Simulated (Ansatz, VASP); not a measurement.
# Two plane-wave programs on W

The input INCAR:

```
SYSTEM = W
PREC = Accurate
ENCUT = 520
EDIFF = 1E-7
ISMEAR = 0
SIGMA = 0.15
LREAL = .False.
LASPH = .True.
NELM = 80
ALGO = Fast
ISIF = 2
LWAVE = .False.
LCHARG = .False.
GGA = PE
NBANDS = 13
```

The input KPOINTS:

```
regular mesh
0
Gamma
  20 20 20
  0 0 0
```

Contents of POSCAR:

```
W
1.0
   -1.6555235683      1.5440940974      1.5440940974
    1.5440940974     -1.6555235683      1.5440940974
    1.5440940974      1.5440940974     -1.6555235683
W
1
Direct
    0.0000000000      0.0000000000      0.0000000000
```

Input for Ansatz:

```yaml
crystal:
  lattice:
    - [-1.6555235683, 1.5440940974, 1.5440940974]
    - [1.5440940974, -1.6555235683, 1.5440940974]
    - [1.5440940974, 1.5440940974, -1.6555235683]
  atoms:
    - { symbol: W, position: [0.0, 0.0, 0.0] }
basis:
  ecutwfc: 420
kpoints:
  mp_grid: { grid: [20, 20, 20] }
hamiltonian:
  xc: pbe
  pseudopotentials: { kind: paw, azcp: { folder: soft_1 } }
scf:
  occupations: { method: gaussian, width: 0.15 }
output:
  forces: true
  stress: true
  eigenvalues: true
```

Change from the starting cell: equal engineering shear yz, xz and xy -0.0700, equal normal strain along x, y and z -0.0300.

Alike in both runs: task single point; functional PBE; k mesh 20 × 20 × 20; occupations gaussian, width 0.15 eV; no spin polarisation.

```csv
,VASP,Ansatz
version,VASP 6.6.1,Ansatz 0.2.0
potentials or method,"VASP PAW PBE potentials, release 64 (W_sv)","scalar-relativistic, plane waves, PAW"
plane-wave cutoff (eV),520,420
valence electrons in the cell,14,14
```

```tsv
	VASP	Ansatz	Ansatz less VASP
gap on the k mesh at the Fermi level (eV)	none	none	-
pressure (GPa)	40.4	39.2	-1.15
largest component of the traceless stress (GPa)	19.28	18.82	-0.463
```

A gap of «none» marks a metal or a gap that the smearing closes. With one functional, cell and mesh, what is left measures potentials, basis and numerics.

Caveats: so large a pressure means that the cell lies far from this level's equilibrium, or that cutoff or potentials fall short (VASP). Spin-orbit coupling is left out, which matters for the levels of W.
